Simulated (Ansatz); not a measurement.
**TiO2 (I4_1/amd): the host for defect calculations**

Aim: the runs on the perfect crystal TiO2 (I4_1/amd) that a defect calculation needs first.

Main program and level: Ansatz 0.2.0; plane-wave PAW DFT, r2SCAN; relaxation of the host's cell and atoms; PAW set soft_1, in the first sound run; inputs show where later runs differ.

**What experiment says.**

“Preparation of hydrogen, fluorine and chlorine doped and co-doped titanium dioxide photocatalysts: a theoretical and experimental approach” (2021, pmc:7952686) quotes from earlier work for TiO2, anatase (single crystal, quoted from earlier work): lattice constant a (a = b, tetragonal cell) 3.782 Å [literature value quoted in the paper's theory part]; lattice constant c (c, tetragonal cell) 9.502 Å [literature value quoted in the paper's theory part].

For TiO2, anatase (commercial powder, mean particle diameter 126 nm, hand pressed, 300 K), “Part I: determination of a structure/property transformation mechanism responsible for changes in the point of zero change of anatase titania with decreasing particle size” (2024, pmc:11477903) gives, by UV-VIS-NIR reflection spectroscopy: band gap (indirect optical gap from reflection cut-off wavelength, 126 nm …) 3.293 eV [Gap from reflection cut-off wavelength, not a Tauc fit; hand-pressed powder; same powder …].

## Step 1: Starting point

It takes space group I4_1/amd (No. 141, tetragonal). The conventional cell has a = 3.783 Å, b = 3.783 Å, c = 9.615 Å, α = 90.00°, β = 90.00°, γ = 90.00°. Ti has 6 O at 1.94 to 1.99 Å nearest. Nearest to O lie 3 Ti at 1.94 to 1.99 Å. Farther neighbours and most contacts between anions are not listed.

## Step 2: Host cell relaxation

Lattice and positions are set free, within the symmetry that the program keeps.

The input, cell/input.yaml:

```yaml
crystal:
  lattice:
    - [-1.8912698, 1.8912698, 4.8075108]
    - [1.8912698, -1.8912698, 4.8075108]
    - [1.8912698, 1.8912698, -4.8075108]
  atoms:
    - { symbol: Ti, position: [0.0, 0.0, 0.0] }
    - { symbol: Ti, position: [0.75, 0.25, 0.5] }
    - { symbol: O, position: [0.95715212, 0.45715212, 0.5] }
    - { symbol: O, position: [0.20715212, 0.20715212, 0.0] }
    - { symbol: O, position: [0.54284788, 0.04284788, 0.5] }
    - { symbol: O, position: [0.79284788, 0.79284788, 0.0] }
basis:
  ecutwfc: 500
  xc_grid: 2
hamiltonian:
  xc: r2scan
  pseudopotentials: { kind: paw, azcp: { folder: soft_1 } }
kpoints:
  mp_grid: { grid: [10, 10, 10] }
scf:
  occupations: { method: fixed }
  max_iter: 100
relax:
  f_tol: 0.005
  max_steps: 60
  cell: {}
output:
  forces: true
  stress: true
checkpoint:
  write: "../cell.run"
  compress: false
  write_wavefunctions: false
  write_every: 100000
```

Run with:

```
ansatz run input.yaml --threads 32 --pin off --max-ram 131891MiB --backend cuda --events-out ev --progress --plain --runs-dir out
```

Numbers of over 12 decimals in the logs are rounded to 6 here.

What it wrote:

```text
[... repeated set-up lines and file paths are left out, and long positions are rounded to six places ...]
basis.fft_grid_basis auto: the FFT boxes are laid along the combinations [[1, 0, 1], [0, 1, 1], [0, 0, 1]] of the cell's own vectors, 3.783, 3.783 and 5.501 Å long. The dense box has 30×30×45 points. [...]
Engine: ansatz 0.2.0, aarch64-unknown-linux-gnu
Pseudopotentials: kind: paw
Pseudopotential: Ti, paw, valence charge 12, recommended cutoff 500 eV (meta_gga), soft_1/Ti.paw.azcp
Pseudopotential: O, paw, valence charge 6, recommended cutoff 500 eV (meta_gga), soft_1/O.paw.azcp
Functional definition: r2SCAN
  parameter k0 = 0.174
  parameter k1 = 0.065
  parameter a1 = 4.9479
  exchange = r2scan_x(k0 = k0, k1 = k1, a1 = a1)
  correlation = r2scan_c
[...]
Crystal: 6 atoms, lattice volume = 68.784 Å³
Basis set: ecut = 500 eV, 1701 PW (Γ), FFT grids on a1+a3, a2+a3, a3, exchange–correlation on 60×60×90 points (8 copies of the dense FFT grid, shifted against one another)
Bands: 30, of which v1, the nominal top of the filled ones, is band 24 counted from 1 (23 counted from 0)
Symmetry: 16 space group operations
Space group: I41/amd (ITA 141), of the structure as read, at distance tolerance 4.1e-5 Å
k-points: 102 of 1000
Non-local potential: Ti, projectors of the file, l = 0: 3, l = 1: 2, l = 2: 3, l = 3: 1
Non-local potential: O, projectors of the file, l = 0: 2, l = 1: 2, l = 2: 1
PAW form: soft (Blöchl's): semilocal exchange-correlation on the pseudo side does not see the compensation charge
PAW frozen core: Ti, regenerated for the run's functional (the file was generated under x = pbe(κ = 0.804, μ = 0.219515), c = pbe(β = 0.066725))
PAW frozen core: O, regenerated for the run's functional (the file was generated under x = pbe(κ = 0.804, μ = 0.219515), c = pbe(β = 0.066725))
PAW one-centre angular grid: Ti, 590 points (default); XC on 160 Gauss nodes
PAW one-centre angular grid: O, 302 points (default); XC on 160 Gauss nodes
Initial density: superposition of atomic densities (chi_scale 0.1, normalization cell, long waves kept (reshape's long-wave potential 0.00 eV rms))
Initial wavefunctions: pseudopotential atomic-orbital guess
[...]
Functional: x = r2scan, c = r2scan; τ floored in thin density (d = 2e-4 eV/Å³)
SCF iter   1: F=—  HF=-7292.790080 eV  |Δ(HF+E_count)|=         —  Δρ=7.72e-2  dr2=4.35e0  dr2_τ=7.07e-1  Hψ=10350
preconditioner: auto → none  [insulator: Δε(μ)=3.128 eV  Ē_g=10.842 eV  n_scr=14 (ndim 8)  ℏωp=25.3 eV  f_vac=0.000  ε∞_Penn≈6.5]
SCF iter   2: F=—  HF=-7293.209637 eV  |Δ(HF+E_count)|=   4.20e-1  Δρ=8.63e-2  dr2=4.32e0  dr2_τ=5.23e-1  Hψ=6546
[...]
SCF iter   4: F=—  HF=-7292.644389 eV  |Δ(HF+E_count)|=   1.27e-2  Δρ=1.02e-2  dr2=6.15e-2  dr2_τ=2.17e-3  Hψ=4262
automatic band count: iteration 4 solves 28 bands in place of 30: the levels show a gap, and the empty bands left out lie too high to hold charge; the band table lists the bands solved (type scf.n_extra_bands for more)
SCF iter   5: F=—  HF=-7292.657189 eV  |Δ(HF+E_count)|=   1.28e-2  Δρ=1.60e-3  dr2=6.20e-4  dr2_τ=1.61e-4  Hψ=4596
[...]
SCF iter   8: F=-7292.658068 eV  HF=-7292.658068 eV  |Δ(HF+E_count)|=   3.02e-7  Δρ=6.20e-6  dr2=1.31e-8  dr2_τ=2.65e-9  Hψ=12726
SCF 1 converged in 8 iterations: F = -7292.658068 eV  dr2 = 1.31e-8
  greatest PAW one-centre occupation: 1.000 electrons in one spin orbital (limit 2), on the Ti atom at site 1 (counted from 0), in its partial waves of l = 0
relax step   1: F+E_penalty+E_count = -7292.65806804 eV  Δ(F+E_penalty+E_count) = +0.000e0 eV  max|allowed force component| = 4.050e-2 eV/Å  Δτ_max = 0.0000 Å  P = -1.137 GPa  Ω = 68.784 Å³  (8 SCF iters, dr2 threshold 1.00e-7 eV, accepted)
[... the SCF cycles and remarks between the steps are left out from here to the last step ...]
relax step   2: F+E_penalty+E_count = -7292.65942803 eV  Δ(F+E_penalty+E_count) = -1.360e-3 eV  max|allowed force component| = 1.492e-2 eV/Å  Δτ_max = 0.0000 Å  P = -0.326 GPa  Ω = 68.536 Å³  energy of the carried Pulay correction = +1.951e-4 eV  (5 SCF iters, dr2 threshold 6.00e-7 eV, accepted)
relax step   3: F+E_penalty+E_count = -7292.65962449 eV  Δ(F+E_penalty+E_count) = -1.965e-4 eV  max|allowed force component| = 1.599e-3 eV/Å  Δτ_max = 0.0001 Å  P = +0.009 GPa  Ω = 68.434 Å³  energy of the carried Pulay correction = +2.749e-4 eV  (5 SCF iters, dr2 threshold 5.24e-7 eV, accepted)
[...]
iter 1 solved again at ethr=4.50e-8 eV; its pass at ethr=3.10e-3 eV (dr2=2.16e-5 eV) is discarded
SCF iter   1: F=—  HF=-7292.659047 eV  |Δ(HF+E_count)|=         —  Δρ=1.92e-5  dr2=3.01e-8  dr2_τ=1.09e-7  Hψ=18927
[...]
SCF iter   2: F=—  HF=-7292.659339 eV  |Δ(HF+E_count)|=   2.92e-4  Δρ=9.70e-6  dr2=7.93e-9  dr2_τ=8.25e-9  Hψ=5110
SCF iter   3: F=—  HF=-7292.659339 eV  |Δ(HF+E_count)|=   1.84e-8  Δρ=4.92e-6  dr2=1.53e-8  dr2_τ=1.25e-9  Hψ=4488
SCF iter   4: F=—  HF=-7292.659339 eV  |Δ(HF+E_count)|=   2.76e-9  Δρ=8.21e-7  dr2=2.00e-10  dr2_τ=7.30e-11  Hψ=4488
SCF iter   5: F=-7292.659339 eV  HF=-7292.659339 eV  |Δ(HF+E_count)|=  5.73e-11  Δρ=1.23e-7  dr2=4.15e-12  dr2_τ=1.23e-12  Hψ=12957
SCF 4 converged in 5 iterations: F = -7292.659339 eV  dr2 = 4.15e-12
relax step   4: F+E_penalty+E_count = -7292.65933929 eV  Δ(F+E_penalty+E_count) = +2.852e-4 eV  max|allowed force component| = 1.572e-3 eV/Å  Δτ_max = 0.0000 Å  P = +0.011 GPa  Ω = 68.434 Å³  stress off target by 4.26e-2 GPa  SCF on the basis re-selected at this cell (its energy is not comparable with the rows above)  (5 SCF iters)
basis re-selected at this cell: Δ(F+E_penalty+E_count) = +2.852e-4 eV, ΔP = +0.002 GPa vs the last step (what re-selecting the basis moved, of the pressure what is left beyond the Pulay correction that the steps carried, after the strain that the cell walked [...]
SCF converged after 5 iterations
Free energy (F): -7292.659339 eV
Harris-Foulkes:  -7292.659339 eV  (|F-HF|=2.73e-12)
Internal energy: -7292.659339 eV  (E = F + TS)
E sigma→0 (E₀):  -7292.659339 eV
Fermi energy:    6.819322 eV
--- Per-component energies (eV) ---
  E_band       = -511.526548
  E_kinetic    = 1237.215415
  E_local      = -3680.625685  (includes V_loc(G=0)·N_el)
  E_nonlocal   = 317.879988
  E_hartree    = 1415.361100
  E_xc         = -511.569910
  E_vxc        = -735.440784  (∫ρ·V_xc dr)
  E_paw        = -2754.286045  (= ΣΔE_a)
  E_vpaw       = -528.600379  (= ΣTr[D̂ρ^β])
  E_aug_tail   = 0.001071  (compensation charges beyond the density's cutoff)
  E_vtau       = 47.321660  (kinetic-family band-sum trace: ∫τ·v_τ [+ j·A + Jᵃ·Aᵃ] dr)
  E_ewald      = -3316.000596
  E_core_change = -0.634677  (= ΣΔE_core)
  E_smearing   = -0.000000  (= −TS)
  E_closure    = -0.000000  (closes the sum)
  Σ components = -7292.659339   (vs F -7292.659339, Δ=0.00e0)
--- Forces (eV/Å), atoms counted from 1 ---
  atom   1  Ti    -0.00000000     0.00000000     0.00000000
  atom   2  Ti    -0.00000000     0.00000000     0.00000000
  atom   3  O     -0.00000000     0.00000000    -0.00157188
  atom   4  O      0.00000000    -0.00000000    -0.00157188
  atom   5  O     -0.00000000    -0.00000000     0.00157188
  atom   6  O     -0.00000000    -0.00000000     0.00157188
  max |Σ_I F_I| component: 2.60e-18 eV/Å
--- Stress (GPa, compression-positive) ---
        0.037964       0.000000      -0.000000
        0.000000       0.037964      -0.000000
        0.000000       0.000000      -0.042601
  P = ⅓ Tr σ = 0.0111 GPa (0.111 kbar)
--- Band table (eV; the first three rows and the last of 102) ---
  k-point 0: bands = ["-51.7614", "-51.7029", "-27.1617", "-26.9220", "-26.9220", "-26.8534", "-26.8534", "-26.7665", "-11.8275", [... rest cut ...]
  k-point 1: bands = ["-51.7596", "-51.7040", "-27.1611", "-26.9414", "-26.9290", "-26.8643", "-26.8536", "-26.7628", "-11.7305", [... rest cut ...]
--- Relaxed structure (3 steps of the walk, 3 accepted, 1 SCFs on fresh bases) ---
  F+E_penalty+E_count = -7292.65933929 eV   max|allowed force component| = 1.572e-3 eV/Å   (the final SCF, on the basis selected at the relaxed cell)
  cell:  # Å, volume = 68.4345 Å³
    - [-1.888614, 1.888614, 4.796547]
    - [1.888614, -1.888614, 4.796547]
    - [1.888614, 1.888614, -4.796547]
  atoms:
    - { symbol: Ti, position: [0, 0, 0] }
    - { symbol: Ti, position: [0.75, 0.25, 0.5] }
    - { symbol: O, position: [0.957160, 0.457160, 0.500000] }
    - { symbol: O, position: [0.207160, 0.207160, 0] }
    - { symbol: O, position: [0.542840, 0.042840, 0.5] }
    - { symbol: O, position: [0.792840, 0.792840, 0] }
```

The job ended after 2.7 s (1 × NVIDIA GB200 with 32 threads of Arm Neoverse V2, shared host; peak memory 1.1 GiB; 12 s of CPU time).

Step by step:

```tsv
step	energy less that of the first step (eV)	largest force component (eV/Å)	pressure (GPa)	volume (Å³)
1	0.0000	0.0405	-1.14	68.78
2	-0.0014	0.0149	-0.33	68.54
3	-0.0016	0.0016	0.01	68.43
4*	-0.0013	0.0016	0.01	68.43
```

Relaxation steps marked * repeat the geometry before them on a plane-wave basis chosen anew for their cell, so energy and pressure can jump there.

The run keeps the 16 symmetry operations that it works with, so distortions that break them were not tested.

```tsv
conventional cell, symmetrised	before	after	change
a (Å)	3.783	3.777	-0.1 %
b (Å)	3.783	3.777	-0.1 %
c (Å)	9.615	9.593	-0.2 %
volume (Å³/atom)	11.46	11.41	-0.5 %
```

Final coordinates:

```xyz
6
Lattice="-1.8886 1.8886 4.7965 1.8886 -1.8886 4.7965 1.8886 1.8886 -4.7965" Properties=species:S:1:pos:R:3 pbc="T T T"
Ti    0.0000    0.0000    0.0000
Ti    0.0000    1.8886    2.3983
O     0.0000    1.8886    4.3856
O     0.0000    0.0000    1.9873
O     0.0000    1.8886    0.4110
O     0.0000    0.0000    7.6058
```

This step gave:

| Quantity | Value |
| --- | --- |
| pressure | 0.01111 GPa |

The relaxation ends with a largest force component of 0.0016 eV/Å and a pressure of 0.01 GPa.

## Step 3: Dielectric tensors of the host

The response to a uniform electric field gives the electronic dielectric tensor.

This step: plane-wave PAW DFPT, PBEsol; dielectric tensors, Born charges and zone-centre modes of the host; PAW set soft_1 (Ansatz 0.2.0).

The input, eps/input.yaml:

```yaml
crystal:
  lattice:
    - [-1.8886139071, 1.8886139071, 4.7965469208]
    - [1.8886139071, -1.8886139071, 4.7965469208]
    - [1.8886139071, 1.8886139071, -4.7965469208]
  atoms:
    - { symbol: Ti, position: [0.0, 0.0, 0.0] }
    - { symbol: Ti, position: [0.75, 0.25, 0.5] }
    - { symbol: O, position: [0.9571603797, 0.4571603797, 0.5] }
    - { symbol: O, position: [0.2071603797, 0.2071603797, 0.0] }
    - { symbol: O, position: [0.5428396203, 0.0428396203, 0.5] }
    - { symbol: O, position: [0.7928396203, 0.7928396203, 0.0] }
basis:
  ecutwfc: 420
hamiltonian:
  xc: pbesol
  pseudopotentials: { kind: paw, azcp: { folder: soft_1 }, xc_functional: pbe }
kpoints:
  mp_grid: { grid: [9, 9, 9] }
scf:
  occupations: { method: fixed }
  max_iter: 100
phonons:
  method: dfpt
  dielectric: true
  rigid_motions: translations
```

What it wrote:

```text
[...]
Crystal: 6 atoms, lattice volume = 68.434 Å³
Basis set: ecut = 420 eV, 1317 PW (Γ), exchange–correlation on 80×80×80 points (8 copies of the dense FFT grid, shifted against one another)
Bands: 30, of which v1, the nominal top of the filled ones, is band 24 counted from 1 (23 counted from 0)
Symmetry: 16 space group operations
k-points: 365 of 729 (irreducible under 1 space group operation, time reversal used)
[...]
SCF iter   1: F=—  HF=-7200.070294 eV  |Δ(HF+E_count)|=         —  Δρ=5.36e-2  dr2=2.13e0  Hψ=35877
[...]
SCF iter   2: F=—  HF=-7199.817006 eV  |Δ(HF+E_count)|=   2.53e-1  Δρ=4.31e-2  dr2=8.65e-1  Hψ=20944
[...]
SCF iter  10: F=-7199.750091 eV  HF=-7199.750091 eV  |Δ(HF+E_count)|=   1.81e-9  Δρ=3.41e-7  dr2=4.62e-11  Hψ=71048
SCF 1 converged in 10 iterations: F = -7199.750091 eV  dr2 = 4.62e-11
[...]
the response reads at least the filled bands of the reference SCF and the lowest empty band at each k-point, and that SCF's band table does not vouch for those bands. The notice of the band table in this run's record says why
[...]
NSCF: frozen V_eff on 1 k-points
[...]
NSCF: frozen V_eff on 75 k-points, pencils in batches of 32, up to order 120
[...]
DFPT response loops at q = (0, 0, 0) (fractional): preconditioner auto → Resta (q_TF=auto, 2.572 Å⁻¹)  ε∞=5.3 (no band partly filled); β = 1.00, the filter's whole step (`scf.mixing.beta` (0.50) is not read by the response loops at its default; [...]
[...]
DFPT response loops at Γ: preconditioner auto → Resta (q_TF=auto, 2.572 Å⁻¹)  ε∞=5.3 (no band partly filled); β = 1.00, the filter's whole step (`scf.mixing.beta` (0.50) is not read by the response loops at its default; [...]
── the response to a field inside a basis, on 10×10×10 k-points: an SCF that follows is theirs, and a resumed run solves both again ──
[...]
Bands: 25, of which v1, the nominal top of the filled ones, is band 24 counted from 1 (23 counted from 0)
k-points: 99 of 1000
[...]
Eigensolver: Dense (99 Hₖ)
SCF iter   1: F=—  HF=-7199.733375 eV  |Δ(HF+E_count)|=         —  Δρ=2.76e-4  dr2=1.15e-5
[...]
SCF iter   4: F=-7199.733379 eV  HF=-7199.733378 eV  |Δ(HF+E_count)|=   2.24e-6  Δρ=1.40e-5  dr2=5.93e-8
SCF 1 converged in 4 iterations: F = -7199.733379 eV  dr2 = 5.93e-8
[...]
SCF converged after 10 iterations
Free energy (F): -7199.750091 eV
[...]
Internal energy: -7199.750091 eV  (E = F + TS)
E sigma→0 (E₀):  -7199.750091 eV
Fermi energy:    7.077819 eV
[...]
--- Band table (eV; the first three rows and the last of 365) ---
[...]
--- Phonons (Γ-DFPT): 5 representative perturbations + reference (Σ response iterations 29) ---
  k mesh reduced under 1 symmetry operation, with k and −k counted as one. Each operation leaves every solved perturbation unchanged. A smaller set is not considered because the run solves the response to a homogeneous field
  ASR residual: 1.648e-4 → 0.000e0 eV/Å²; symmetrization residual: 3.228e-10 eV/Å²
  ASR residual per site (eV/Å²): 1.65e-4 1.65e-4 1.27e-4 1.27e-4 1.27e-4 1.27e-4
  Γ frequencies (cm⁻¹): 0.00 0.00 0.00 127.71 127.71 172.10 172.10 223.19 223.19 321.15 368.24 408.82 408.82 484.96 506.99 532.79 610.92 610.92
  ε∞ (high-frequency dielectric tensor):
        6.863646     0.000000    -0.000000
        0.000000     6.863646    -0.000000
       -0.000000    -0.000000     6.300011
  ε⁰ (static dielectric tensor: ions relaxed, cell fixed):
       65.678789     0.000000    -0.000000
        0.000000    65.678789    -0.000000
       -0.000000    -0.000000    30.221433
  ε⁰ − ε∞ (ionic part):
       58.815143     0.000000    -0.000000
        0.000000    58.815143    -0.000000
       -0.000000    -0.000000    23.921423
  softest optical mode at Γ: 127.71 cm⁻¹; the repairs (sum rule, projections) moved no ω² at Γ by more than (1.47 cm⁻¹)²
  Born effective charges Z* (e; rows j = field, columns β = displacement):
    site 0:
         6.54303    0.00000    0.00000
         0.00000    6.54303    0.00000
         0.00000   -0.00000    5.73606
    site 1:
         6.54303   -0.00000   -0.00000
        -0.00000    6.54303    0.00000
         0.00000    0.00000    5.73606
    site 2:
        -5.43404   -0.00000   -0.00000
         0.00000   -1.10899   -0.00000
         0.00000    0.00000   -2.86803
    site 3:
        -1.10899    0.00000   -0.00000
         0.00000   -5.43404   -0.00000
        -0.00000    0.00000   -2.86803
    site 4:
        -1.10899    0.00000    0.00000
         0.00000   -5.43404   -0.00000
        -0.00000   -0.00000   -2.86803
    site 5:
        -5.43404   -0.00000   -0.00000
         0.00000   -1.10899    0.00000
         0.00000   -0.00000   -2.86803
  Z* charge neutrality: 5.664e-3 e pre-enforcement
  solved inside a basis spanned on kpoints, on 10×10×10 k-points, its susceptibility summed on 10×10×14: ε∞ is read to err by 2.2e-2, Z* by 2.4e-2 e (field_mesh: kpoints solves on kpoints); Z* is corrected for what the basis lacks
  optical modes at Γ without the LO–TO term, one row a degenerate level:
      ω (cm⁻¹)  modes    IR ((D/Å)²/amu)
        127.71      2             0.0000
        172.10      2             0.0000
        223.19      2           157.4636
        321.15      1            79.1621
        368.24      1             0.0000
        408.82      2           102.4900
        484.96      1             0.0000
        506.99      1             0.0000
        532.79      1             0.0000
        610.92      2             0.0000
  optical modes at Γ + LO–TO along q̂ = [1.0000, 0.0000, 0.0000]:
      ω (cm⁻¹)  modes    IR ((D/Å)²/amu)
        127.71      2             0.0000
        172.10      2             0.0000
        223.19      1            78.7318
[...]
optical modes at Γ + LO–TO along q̂ = [0.0000, 1.0000, 0.0000]:
      ω (cm⁻¹)  modes    IR ((D/Å)²/amu)
[...]
610.92      2             0.0000
        831.88      1           128.6800
  optical modes at Γ + LO–TO along q̂ = [0.0000, 0.0000, 1.0000]:
      ω (cm⁻¹)  modes    IR ((D/Å)²/amu)
        127.71      2             0.0000
        172.10      2             0.0000
        223.19      2           157.4636
        368.24      1             0.0000
        408.82      2           102.4900
        484.96      1             0.0000
        506.99      1             0.0000
        532.79      1             0.0000
        610.92      2             0.0000
        703.39      1            79.1621
```

It took 14 s on 1 × NVIDIA GB200 with 32 threads; peak memory 3.8 GiB; 2.8 min of CPU time.

Reading the cycles: dr2 is the Hartree energy of the density residual (eV), the measure of convergence; HF is the Harris–Foulkes estimate of the energy, which meets the free energy F at convergence.

Electronic dielectric tensor:

```
6.86 0.00 0.00
0.00 6.86 0.00
0.00 0.00 6.30
```

Static dielectric tensor:

```
65.68  0.00  0.00
 0.00 65.68  0.00
 0.00  0.00 30.22
```

The principal values of the electronic dielectric tensor are 6.30, 6.86 and 6.86. The principal values of the static dielectric tensor are 30.22, 65.68 and 65.68.

(Part 1 of 2 ends here.)

[Logs are printed without paths, hosts, clocks, repeated set-up lines and the standing remarks that a program may print on its own settings, such as how far it seeks lower states.]

[Hosts, paths, dates, database ids (printed as entryN), source tags and the programs' standing remarks are cut or masked in the printed files.]

[Runs of the host that timed out are not shown.]

[For some hosts the program warned that the k-mesh of the response run may be too coarse for force constants and the static dielectric constant; such warnings are not always shown.]
